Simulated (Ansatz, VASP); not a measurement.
**GdO: VASP beside Ansatz**

INCAR

```
ALGO = Normal
EDIFF = 1E-7
ENCUT = 520
GGA = PS
ISIF = 2
ISMEAR = 0
ISPIN = 2
LASPH = T
LCHARG = T
LDAU = T
LDAUJ = 0 0
LDAUL = 3 -1
LDAUPRINT = 1
LDAUTYPE = 2
LDAUU = 6 0
LELF = T
LMAXMIX = 6
LORBIT = 11
LREAL = F
LVHAR = T
LWAVE = F
MAGMOM = 7.72 0.01
NBANDS = 23
NELM = 150
PREC = Accurate
SIGMA = 0.05
```

Contents of KPOINTS:

```
k-points
0
Gamma
  6 6 6
```

Contents of POSCAR:

```
GdO
1.0
    0.0000000000      2.7000000000      2.7000000000
    2.7000000000      0.0000000000      2.7000000000
    2.7000000000      2.7000000000      0.0000000000
Gd O
1 1
Direct
    0.0000000000      0.0000000000      0.0000000000
    0.2500000000      0.2500000000      0.2500000000
```

Input for Ansatz:

```yaml
crystal:
  lattice:
    - [0.0, 2.7, 2.7]
    - [2.7, 0.0, 2.7]
    - [2.7, 2.7, 0.0]
  atoms:
    - { symbol: Gd, position: [0.0, 0.0, 0.0], spin: 5.0 }
    - { symbol: O, position: [0.25, 0.25, 0.25] }
basis:
  ecutwfc: 420
  ecutrho_ratio: 4
kpoints:
  mp_grid: { grid: [6, 6, 6] }
hamiltonian:
  xc: pbesol
  hubbard:
    sites:
      - { site: 0, l: f, u_eff: 6.0, starting_ns: [{ spin: up, occupation_matrix: s0up }, { spin: down, occupation_matrix: s0down }] }
    occupation_matrices:
      s0up:
        matrix:
          - [0.97, 0.0, 0.0, 0.0, 0.0, 0.0, 0.0]
          - [0.0, 0.97, 0.0, 0.0, 0.0, 0.0, 0.0]
          - [0.0, 0.0, 0.97, 0.0, 0.0, 0.0, 0.0]
          - [0.0, 0.0, 0.0, 0.97, 0.0, 0.0, 0.0]
          - [0.0, 0.0, 0.0, 0.0, 0.97, 0.0, 0.0]
          - [0.0, 0.0, 0.0, 0.0, 0.0, 0.02, 0.0]
          - [0.0, 0.0, 0.0, 0.0, 0.0, 0.0, 0.97]
      s0down:
        matrix:
          - [0.02, 0.0, 0.0, 0.0, 0.0, 0.0, 0.0]
          - [0.0, 0.02, 0.0, 0.0, 0.0, 0.0, 0.0]
          - [0.0, 0.0, 0.02, 0.0, 0.0, 0.0, 0.0]
          - [0.0, 0.0, 0.0, 0.97, 0.0, 0.0, 0.0]
          - [0.0, 0.0, 0.0, 0.0, 0.02, 0.0, 0.0]
          - [0.0, 0.0, 0.0, 0.0, 0.0, 0.02, 0.0]
          - [0.0, 0.0, 0.0, 0.0, 0.0, 0.0, 0.02]
    ns_hold: until_converged
scf:
  occupations: { method: gaussian, width: 0.05 }
  lower_state_search: "off"
  max_iter: 150
output:
  forces: true
  stress: true
  eigenvalues: true
  populations: true
  hubbard: { sites: [{ site: 0, l: f }] }
magnetization:
  spin_polarized: true
```

Alike in both runs: task single point; functional PBEsol; k mesh 6 × 6 × 6; occupations gaussian, width 0.05 eV; collinear spin; Hubbard terms Gd f U = 6.0 eV.

|  | VASP | Ansatz |
| --- | --- | --- |
| version | VASP 6.6.1 | Ansatz 0.2.0 |
| potentials or method | VASP PAW PBE potentials, release 64 (Gd, O) | scalar-relativistic, plane waves, PAW |
| plane-wave cutoff (eV) | 520 | 420 |
| valence electrons in the cell | 24 | 24 |

```tsv
	VASP	Ansatz	Ansatz less VASP
gap on the k mesh at the Fermi level (eV)	none	none	-
pressure (GPa)	-3.8	-3.9	-0.12
net moment per atom (μB)	3.96	3.96	-0.002
size of the moment on the site where the two differ most (μB)	7.08	7.01	-0.064
```

Site moments also hang on the region over which each program counts them. The programs project onto different local orbitals, so the same U acts differently. A gap of «none» marks a metal or a gap that the smearing closes. Ansatz warned: «filled_band_counts_differ_across_k_points».

Caveats: the PAW data sets were made with another functional, which shifts forces and pressure a little (VASP); spin-orbit coupling is left out, which moves the levels of the heavy elements; a cell with one magnetic atom can't hold antiferromagnetic order, which such compounds often take. The state reached can hang on the start; a lower one may exist.
